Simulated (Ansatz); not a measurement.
**TiO₂: moving Ti off its site**

TiO₂, P4_2/mnm, a = 4.591 Å, c = 2.939 Å. The compound has several low-lying forms, and this is one of them. Ansatz: PBEsol, PAW, 420 eV, Γ-centred 6×6×10 mesh on 6 atoms, Gaussian smearing 0.05 eV; no spin polarisation.

```xyz
6
Lattice="4.5912 0.0000 0.0000 0.0000 4.5912 0.0000 0.0000 0.0000 2.9390" Properties=species:S:1:pos:R:3 pbc="T T T"
Ti    0.0000    0.0000    0.0000
Ti    2.2956    2.2956    1.4695
O     1.3978    1.3978    0.0000
O     0.8979    3.6934    1.4695
O     3.1935    3.1935    0.0000
O     3.6934    0.8979    1.4695
```

Atom 1 (Ti) moves by x along the unit vector (0.000, 0.000, 1.000), with its periodic images; all else is held. y is the free energy of the cell over the start, F the force along the path summed over the moved atoms. Symmetry makes y even in x.

```tsv
x (Å)	y (meV)	F (eV/Å)
-0.450	?	?
-0.150	23.2	0.51
0.000	0.0	0.00
0.075	2.8	-0.10
0.225	92.5	-1.43
0.300	251.7	-2.92
0.375	545.2	-5.00
```

Fit y = c2 x² + c4 x⁴ to the energies of the other rows, give the force constant, and predict energy and force of the missing row.

Least squares on the rows shown. y = 718.15 x² + 22539 x⁴. The force constant is 2 c2 = 1.44 eV/Å² (for all images moving together, not for a lone atom). The force −dy/dx at the missing row is 8.86 eV/Å (computed 7.64). With a term in x⁶ added, the coefficient of x² becomes 379.0, 47 % less, which shows how far this figure hangs on the form. At x = -0.450 the fit asked for gives 1069.7 meV. The run gave 1016.0 meV, so the fit is 53.7 meV too high, 5.3 % of the span of the series, against an rms of 3.1 meV on the fitted rows. The row lies outside the fitted range. With a term in x⁶ added, a fit to the same known rows predicts 995.9 meV, so most of the miss is curvature that the known rows already hold.

Cost: 7 runs of about 1.1 core-minutes in all, on Intel Xeon Platinum 8488C (Sapphire Rapids) (shared hosts).